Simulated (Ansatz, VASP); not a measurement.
# One calculation of AlNi3, two programs

INCAR

```
PREC = Accurate
ENCUT = 520
EDIFF = 1E-6
ISMEAR = -1
SIGMA = 0.05
LREAL = False
LASPH = True
NELM = 150
ALGO = Normal
ISIF = 2
LWAVE = False
LCHARG = False
ISPIN = 2
MAGMOM = 1 1 1 0
LORBIT = 11
LMAXMIX = 4
GGA = CA
NBANDS = 28
```

KPOINTS

```
Automatic mesh
0
Gamma
  8 8 8
```

Contents of POSCAR:

```
AlNi3
1.0
    0.0000000000      2.7830835660      2.7830835660
    2.7830835660      0.0000000000      2.7830835660
    2.7830835660      2.7830835660      0.0000000000
Ni Al
3 1
Direct
    0.7500000000      0.7500000000      0.7500000000
    0.0000000000      0.0000000000      0.0000000000
    0.2500000000      0.2500000000      0.2500000000
    0.5000000000      0.5000000000      0.5000000000
```

File input.yaml:

```yaml
crystal:
  lattice:
    - [0.0, 2.783083566, 2.783083566]
    - [2.783083566, 0.0, 2.783083566]
    - [2.783083566, 2.783083566, 0.0]
  atoms:
    - { symbol: Ni, position: [0.75, 0.75, 0.75], spin: 1.0 }
    - { symbol: Ni, position: [0.0, 0.0, 0.0], spin: 1.0 }
    - { symbol: Ni, position: [0.25, 0.25, 0.25], spin: 1.0 }
    - { symbol: Al, position: [0.5, 0.5, 0.5] }
kpoints:
  mp_grid: { grid: [8, 8, 8] }
scf:
  occupations: { method: fermi_dirac, width: 0.05 }
hamiltonian:
  xc: lda
  pseudopotentials: { kind: all_electron, lapw: { basis_error: 0.002 } }
magnetization:
  spin_polarized: true
output:
  forces: true
  stress: true
  eigenvalues: true
```

Change from the starting cell: volume scaled by 0.98.

Alike in both runs: task single point; functional LDA; k mesh 8 × 8 × 8; occupations fermi-dirac, width 0.05 eV; collinear spin.

```csv
,VASP,Ansatz
version,VASP 6.6.1,Ansatz 0.2.0
potentials or method,"VASP PAW LDA potentials, release 64 (Ni, Al)","all-electron LAPW, scalar-relativistic"
plane-wave cutoff (eV),520,see its input
```

```tsv
	VASP	Ansatz	Ansatz less VASP
gap on the k mesh at the Fermi level (eV)	none	none	-
pressure (GPa)	-3.2	-3.5	-0.32
net moment per atom (μB)	0.00	0.00	0.000
```

A gap of «none» marks a metal or a gap that the smearing closes. Ansatz ran all-electron here, so the differences hold the error of VASP's frozen core and of both bases.

Caveats: the starting moments weren't kept (Ansatz).
